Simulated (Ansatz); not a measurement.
# AlNi: an energy map of one atom

Aim: for AlNi, map the energy of atom 2 (Ni) over a plane.

Computed with Ansatz 0.2.0 (DFT PBEsol, scalar-relativistic, plane waves, PAW, unless a step's input says otherwise).

2 further runs of the same task are left out: 2 set aside as unsound or not needed.

## Step 1: The system as given

Symmetry: Pm-3m, No. 221, cubic system. Conventional cell: a = 2.862 Å, b = 2.862 Å, c = 2.862 Å, α = 90.00°, β = 90.00°, γ = 90.00°. Al (site symmetry m-3m) is surrounded by 8 Ni at 2.48 Å. Ni (site symmetry m-3m) is surrounded by 8 Al at 2.48 Å.

Coordinates:

```xyz
2
Lattice="2.8622 0.0000 0.0000 0.0000 2.8622 0.0000 0.0000 0.0000 2.8622" Properties=species:S:1:pos:R:3 pbc="T T T"
Al    0.0000    0.0000    0.0000
Ni    1.4311    1.4311    1.4311
```

This cell was relaxed beforehand with the same method: volume 11.72 Å³/atom, gap on the mesh none (metal).

## Step 2: The reference cell

Reference values: F = -6330.8677 eV; pressure 0.02 GPa; largest force 0.000 eV/Å; gap on the mesh none (metal). It was computed beforehand with the settings of the runs below.

## Step 3: Next: an energy map of one atom

Atom 2 (Ni) is moved by p along (1.000, 0.000, 0.000) and q along (0.000, 0.000, 1.000) (Å), all else fixed; its images in the other cells move with it. Points alike by symmetry are run once.

## Step 4: At p = -0.450, q = -0.450

Contents of input.yaml:

```yaml
crystal:
  lattice:
    - [2.862165552, 0.0, 0.0]
    - [0.0, 2.862165552, 0.0]
    - [0.0, 0.0, 2.862165552]
  atoms:
    - { symbol: Al, position: [0.0, 0.0, 0.0] }
    - { symbol: Ni, position: [0.3427763902, 0.5, 0.3427763902] }
basis:
  ecutwfc: 420
kpoints:
  mp_grid: { grid: [20, 20, 20] }
hamiltonian:
  xc: pbesol
scf:
  occupations: { method: gaussian, width: 0.15 }
output:
  forces: true
  stress: true
  eigenvalues: true
```

Run with:

```
ansatz run input.yaml --threads 2 --pin off --max-ram 5120MiB --backend cpu --events-out ev --progress --plain --runs-dir out
```

## Step 5: Point p = -0.450, q = 0.000

input.yaml: that of step 4 with these lines changed.

```diff
@@ -7,3 +7,3 @@
     - { symbol: Al, position: [0.0, 0.0, 0.0] }
-    - { symbol: Ni, position: [0.3427763902, 0.5, 0.3427763902] }
+    - { symbol: Ni, position: [0.3427763902, 0.5, 0.5] }
 basis:
@@ -20 +20,5 @@
   eigenvalues: true
+  write_density: true
+  write_potential: true
+  elf: true
+  volumetric_format: npy
```

## Step 6: Point p = -0.450, q = -0.225

input.yaml: that of step 5 with these lines changed.

```diff
@@ -7,3 +7,3 @@
     - { symbol: Al, position: [0.0, 0.0, 0.0] }
-    - { symbol: Ni, position: [0.3427763902, 0.5, 0.5] }
+    - { symbol: Ni, position: [0.3427763902, 0.5, 0.4213881951] }
 basis:
@@ -20,5 +20 @@
   eigenvalues: true
-  write_density: true
-  write_potential: true
-  elf: true
-  volumetric_format: npy
```

## Step 7: Point p = -0.225, q = 0.000

input.yaml: that of step 6 with these lines changed.

```diff
@@ -7,3 +7,3 @@
     - { symbol: Al, position: [0.0, 0.0, 0.0] }
-    - { symbol: Ni, position: [0.3427763902, 0.5, 0.4213881951] }
+    - { symbol: Ni, position: [0.4213881951, 0.5, 0.5] }
 basis:
@@ -20 +20,5 @@
   eigenvalues: true
+  write_density: true
+  write_potential: true
+  elf: true
+  volumetric_format: npy
```

## Step 8: At p = -0.225, q = -0.225

input.yaml: that of step 7 with these lines changed.

```diff
@@ -7,3 +7,3 @@
     - { symbol: Al, position: [0.0, 0.0, 0.0] }
-    - { symbol: Ni, position: [0.4213881951, 0.5, 0.5] }
+    - { symbol: Ni, position: [0.4213881951, 0.5, 0.4213881951] }
 basis:
@@ -20,5 +20 @@
   eigenvalues: true
-  write_density: true
-  write_potential: true
-  elf: true
-  volumetric_format: npy
```

(Steps that only read results are left out.)

**Question.** What will these runs give? Wanted: highest point; lowest point away from the origin.

The runs gave:

```
                         quantity                                       value
                    highest point  1.660 eV/cell at (p, q) = (-0.450, -0.450)
lowest point away from the origin            0.157 eV/cell at (-0.225, 0.000)
```

What this shows: The undisturbed cell is the lowest computed point. Read as harmonic, the points at ±0.225 Å give force constants of 6.21 eV/Å² along p and 6.21 eV/Å² along q, so the site is nearly isotropic in this plane. Spin polarisation is off in the runs that give these values; a magnetic solution could lie lower.
